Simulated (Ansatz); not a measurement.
# Si2Mo: the cost of one run

Computed with Ansatz 0.2.0 (DFT PBEsol, scalar-relativistic, plane waves, PAW, unless a step's input says otherwise).

5 further runs of the same task are left out: 3 that didn't finish, 2 set aside as unsound or not needed.

### 1 The structure to begin with

It takes space group I4/mmm (No. 139, tetragonal). The conventional cell has a = 3.190 Å, b = 3.190 Å, c = 7.821 Å, α = 90.00°, β = 90.00°, γ = 90.00°. Si (site symmetry 4mm) is surrounded by 5 Si at 2.58 to 2.62 Å and 5 Mo at 2.60 to 2.62 Å. Mo (site symmetry 4/mmm) has 10 Si at 2.60 to 2.62 Å as nearest neighbours.

Structure file:

```
CELL_PARAMETERS angstrom
-1.59504 1.59504 3.91069
1.59504 -1.59504 3.91069
1.59504 1.59504 -3.91069
ATOMIC_POSITIONS crystal
Si 0.33506 0.33506 0.00000
Si 0.66494 0.66494 0.00000
Mo 0.00000 0.00000 0.00000
```

This cell was relaxed beforehand with the same method: volume 13.27 Å³/atom, gap on the mesh none (metal).

### 2 The slab

Miller indices refer to the conventional cell of the relaxed bulk, I4/mmm (No. 139): a = 3.190 Å, b = 3.190 Å, c = 7.821 Å, α = 90.00°, β = 90.00°, γ = 90.00°.

A (001) slab, 6.5 Å thick as cut, with 17 Å of vacuum; its outer planes are Si (top) and Si (bottom).

The slab as cut. Its planes from the bottom up:

```tsv
plane	atoms per cell	height over the lowest (Å)
1	Si	0.00
2	Mo	1.29
3	Si	2.58
4	Si	3.91
5	Mo	5.20
6	Si	6.49
```

### 3 The clean surface, relaxed

Input file input.yaml:

```yaml
crystal:
  lattice:
    - [3.19007017, 0.0, 0.0]
    - [0.0, 3.19007017, 0.0]
    - [0.0, 0.0, 23.4908154018]
  atoms:
    - { symbol: Si, position: [0.0, 0.0, 0.3618435484] }
    - { symbol: Mo, position: [0.5, 0.5, 0.4167612547] }
    - { symbol: Si, position: [0.0, 0.0, 0.4716789609] }
    - { symbol: Si, position: [0.5, 0.5, 0.5283210391] }
    - { symbol: Mo, position: [0.0, 0.0, 0.5832387453] }
    - { symbol: Si, position: [0.5, 0.5, 0.6381564516] }
basis:
  ecutwfc: 420
kpoints:
  mp_grid: { grid: [9, 9, 1] }
hamiltonian:
  xc: pbesol
scf:
  occupations: { method: gaussian, width: 0.1 }
output:
  forces: true
  eigenvalues: true
relax:
  adjacent_minimum: "off"
  f_tol: 0.03
  max_steps: 70
  constraints: [{ sites: [0, 1, 2] }]
efield:
  axis: 3
  dipole_correction: true
  ramp_width: 0.04
```

Started as:

```console
> ansatz run input.yaml --threads 1 --pin off --max-ram 2560MiB --backend cpu --events-out ev --progress --plain --runs-dir out
```

**Question.** How long does this run take on 1 thread of Intel Xeon Platinum 8488C (Sapphire Rapids), shared host, and how much memory does it need?

About 28 s, with a peak of 0.5 GiB.
